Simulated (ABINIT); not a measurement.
Wanted: the native input for an ABINIT 10.8.3 (patched build) run.

```
Task                                             : single point
Functional                                       : HSE06
Potentials or basis                              : SPMS NC PBE v1.0
Cutoff                                           : 707 eV
k mesh                                           : 8 × 8 × 8
Occupations                                      : fermi-dirac, width 0.05 eV
Spin                                             : no spin polarisation
Most SCF steps                                   : 60
Thinning of the exchange mesh (fockdownsampling) : 2 × 2 × 2
```

The system is Nb.

```
Nb
1.0
    -1.66395    1.66395    1.66395
     1.66395   -1.66395    1.66395
     1.66395    1.66395   -1.66395
Nb
1
Direct
  0.00000 0.00000 0.00000
```

The input as run:

run.abi

```
pp_dirpath "./"
pseudos "41_Nb_13_1.5_1.7_pbe_n_v1.0.psp8"

acell 5.4462775076 5.4462775076 5.4462775076
rprim
    -0.5773502692     0.5773502692     0.5773502692
     0.5773502692    -0.5773502692     0.5773502692
     0.5773502692     0.5773502692    -0.5773502692
ntypat 1
znucl 41
natom 1
typat 1
xred
     0.0000000000     0.0000000000     0.0000000000

ecut 26.0

kptopt 1
ngkpt 8 8 8
nshiftk 1
shiftk 0.0 0.0 0.0

ixc -428
fockdownsampling 2 2 2

nband 11
occopt 3
tsmear 0.00183747

nstep 60
toldfe 1.0e-7

iomode 3
prtwf 0
prteig 0
prtebands 0
enunit 2
prtden 1
prtvha 1
prtvclmb 1
prtpot 1
prtelf 1
```

Potentials or basis: SPMS NC PBE v1.0.

Launch:

```console
$ mpirun --bind-to none -np 4 abinit run.abi > log 2>&1
```

Results of the run:

```json
{"Band gap on the k mesh": "none (metal or under the smearing width)", "Valence electrons inside the program's atomic spheres": "Nb 9.33 (radii [1.0584] Å)"}
```

Caveat: Libxc's HSE differs a little from that of other programs.

It took 8.8 min on 4 MPI ranks on Arm Neoverse V1 (shared host), peak memory 0.28 GiB a rank.
